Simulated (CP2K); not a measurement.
**BeTe under changes of volume**

One of the cells (19.256 Å³/atom); the others are scaled copies at fixed shape and fractional positions:

```xyz
2
Lattice="3.7905 0.0000 0.0000 1.8953 3.2827 0.0000 1.8953 1.0942 3.0950" Properties=species:S:1:pos:R:3 pbc="T T T"
Be    3.7905    2.1885    1.5475
Te    0.0000    0.0000    0.0000
```

The cell was built by a generator and needn't be a form met in nature.

| Property | Result |
| --- | --- |
| Program | CP2K 2026.2 |
| Functional | PBEsol |
| Potentials or basis | POTENTIAL_UZH Be GTH-PBE-q4, Te GTH-PBE-q6; TZVP-MOLOPT-PBE-GTH basis |
| Density cutoff | 11565 eV |
| k mesh | 9 × 9 × 9 |
| Occupations | fermi-dirac, width 0.05 eV |
| Spin | no spin polarisation |

| volume (Å³/atom) | energy over the lowest point (meV/atom) | pressure (GPa) |
| --- | --- | --- |
| 18.100 | 17.20 | 5.0 |
| 18.485 | 7.45 | 3.2 |
| 18.870 | ? | ? |
| 19.256 | 0.00 | 0.1 |
| 19.641 | 1.52 | -1.3 |
| 20.026 | 6.09 | -2.5 |
| 20.411 | 13.42 | -3.6 |

Q: What does the run at 18.870 Å³/atom give?

A: Energy over the lowest point 1.86 meV/atom; pressure 1.5 GPa.

Worked out: A Birch-Murnaghan fit of order 3 (a polynomial in V^(-2/3)) to the other rows has its minimum at 19.27 Å³/atom with B0 = V·E''(V) = 70 GPa and B' = 4.1. It gives 1.85 meV/atom at 18.870 Å³/atom, against the run's 1.86, and -dE/dV = 1.5 GPa, against 1.5.

Energies are extrapolated to zero smearing.

Caveats: the potentials were made for another functional, which shifts forces and pressure; the basis of atomic orbitals isn't converged, which shifts pressures, moduli and gaps.
